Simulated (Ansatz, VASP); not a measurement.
One calculation of Ta, two programs

File INCAR:

```
SYSTEM = Ta
PREC     = Accurate       ! precision mode
ENCUT    = 520            ! plane-wave cutoff, eV
EDIFF    = 1E-7           ! SCF threshold, eV
ISMEAR   = 0              ! smearing method
SIGMA    = 0.15           ! smearing width, eV
LREAL    = .FALSE.        ! projectors in reciprocal space
LASPH    = .TRUE.         ! aspherical terms in the spheres
NELM     = 100            ! most SCF steps
ALGO     = Fast           ! electronic algorithm
ISIF     = 2              ! what is computed and relaxed
LWAVE    = .FALSE.        ! write WAVECAR
LCHARG   = .FALSE.        ! write CHGCAR
GGA      = PS             ! functional
NBANDS   = 12             ! bands
```

Contents of KPOINTS:

```
Automatic mesh
0
G
  20 20 20
  0 0 0
```

File POSCAR:

```
Ta
1.0
   -1.6402286350      1.6402286350      1.8042514985
    1.6402286350     -1.6402286350      1.8042514985
    1.6402286350      1.6402286350     -1.8042514985
Ta
1
Direct
    0.0000000000      0.0000000000      0.0000000000
```

Input for Ansatz:

```yaml
crystal:
  lattice:
    - [-1.640228635, 1.640228635, 1.8042514985]
    - [1.640228635, -1.640228635, 1.8042514985]
    - [1.640228635, 1.640228635, -1.8042514985]
  atoms:
    - { symbol: Ta, position: [0.0, 0.0, 0.0] }
basis:
  ecutwfc: 420
kpoints:
  mp_grid: { grid: [20, 20, 20] }
hamiltonian:
  xc: pbesol
  pseudopotentials: { kind: paw, azcp: { folder: soft_1 } }
scf:
  occupations: { method: gaussian, width: 0.15 }
output:
  forces: true
  stress: true
  eigenvalues: true
```

Change from the starting cell: normal strain along x +0.0000, normal strain along z +0.1000.

Alike in both runs: task single point; functional PBEsol; k mesh 20 × 20 × 20; occupations gaussian, width 0.15 eV; no spin polarisation.

|  | VASP | Ansatz |
| --- | --- | --- |
| version | VASP 6.6.1 | Ansatz 0.2.0 |
| potentials or method | VASP PAW PBE potentials, release 64 (Ta_pv) | scalar-relativistic, plane waves, PAW |
| plane-wave cutoff (eV) | 520 | 420 |
| valence electrons in the cell | 11 | 13 |

```csv
,VASP,Ansatz,Ansatz less VASP
gap on the k mesh at the Fermi level (eV),none,none,-
pressure (GPa),-15.7,-15.7,-0.02
largest component of the traceless stress (GPa),4.98,4.97,-0.009
```

A gap of «none» marks a metal or a gap that the smearing closes. The functional is the same, so the differences come from potentials, cutoffs and numerics. The two sets of potentials don't hold the same shells in valence. Ansatz warned: «pseudo_functional_mismatch».

Caveats: so large a pressure means that the cell lies far from this level's equilibrium, or that cutoff or potentials fall short (VASP); the potentials were made for another functional, which shifts forces and pressure (VASP). The runs have no spin-orbit coupling, so splittings on Ta are missing.
